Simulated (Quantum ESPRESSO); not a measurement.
Input of a Quantum ESPRESSO 7.5 run:

pw.in

```
&CONTROL
  calculation = 'scf'
  prefix = 'pwscf'
  outdir = './tmp'
  pseudo_dir = './pseudo'
  tprnfor = .true.
  tstress = .true.
  disk_io = 'low'
/
&SYSTEM
  ibrav = 0
  celldm(1) = 8
  nat = 1
  ntyp = 1
  ecutwfc = 56
  ecutrho = 448
  nbnd = 17
  occupations = 'smearing'
  smearing = 'fd'
  degauss = 0.00367493
  nspin = 2
  starting_magnetization(1) = 0.1875
/
&ELECTRONS
  conv_thr = 2d-10
  electron_maxstep = 120
  mixing_beta = 0.3
/
ATOMIC_SPECIES
Fe    55.8450 fe_pbesol_v1.5.uspp.F.UPF
CELL_PARAMETERS alat
  0.0000000000000   0.4586695275687   0.4641888203544
  0.3539550832468   0.0000000000000   0.4641888203544
  0.3539550832468   0.4586695275687   0.0000000000000
ATOMIC_POSITIONS crystal
Fe     0.0000000000    0.0000000000    0.0000000000
K_POINTS automatic
13 13 13 0 0 0
HUBBARD {ortho-atomic}
U Fe-3d 8.0
```

The input pp_density.in:

```
&INPUTPP
  prefix = 'pwscf'
  outdir = './tmp'
  filplot = 'density.dat'
  plot_num = 0
/
&PLOT
  nfile = 1
  filepp(1) = 'density.dat'
  iflag = 3
  output_format = 6
  fileout = 'density.cube'
/
```

The input pp_potential.in:

```
&INPUTPP
  prefix = 'pwscf'
  outdir = './tmp'
  filplot = 'potential.dat'
  plot_num = 11
/
&PLOT
  nfile = 1
  filepp(1) = 'potential.dat'
  iflag = 3
  output_format = 6
  fileout = 'potential.cube'
/
```

pp_spin.in

```
&INPUTPP
  prefix = 'pwscf'
  outdir = './tmp'
  filplot = 'spin.dat'
  plot_num = 6
/
&PLOT
  nfile = 1
  filepp(1) = 'spin.dat'
  iflag = 3
  output_format = 6
  fileout = 'spin.cube'
/
```

Potentials or basis: GBRV 1.5 PBEsol.

The run is started by

```bash
$ OMP_NUM_THREADS=1 mpirun -n 2 pw.x -nk 2 -in pw.in > pw.out
$ OMP_NUM_THREADS=1 mpirun -n 1 pp.x -in pp_density.in > pp_density.out
$ OMP_NUM_THREADS=1 mpirun -n 1 pp.x -in pp_potential.in > pp_potential.out
$ OMP_NUM_THREADS=1 mpirun -n 1 pp.x -in pp_spin.in > pp_spin.out
```

Task: Estimate the net moment.

Result: 3.01 μB per cell.

Task: Predict the pressure.

Result: 45.8 GPa.

Task: Estimate the band gap on the k mesh.

Result: None (metal or under the smearing width).

Task: Estimate the site moments.

Result: Fe +3.07 μB.

Stress tensor (GPa, compression positive):
```
47.98  0.00  0.00
 0.00 46.66  0.00
 0.00  0.00 42.81
```

Caveat: a pressure of tens of GPa on the cell as given is suspect, and the run, the potentials or the cell itself is likely at fault; the U is typed as a test and isn't derived for this compound. The state reached can hang on the start; a lower one may exist.
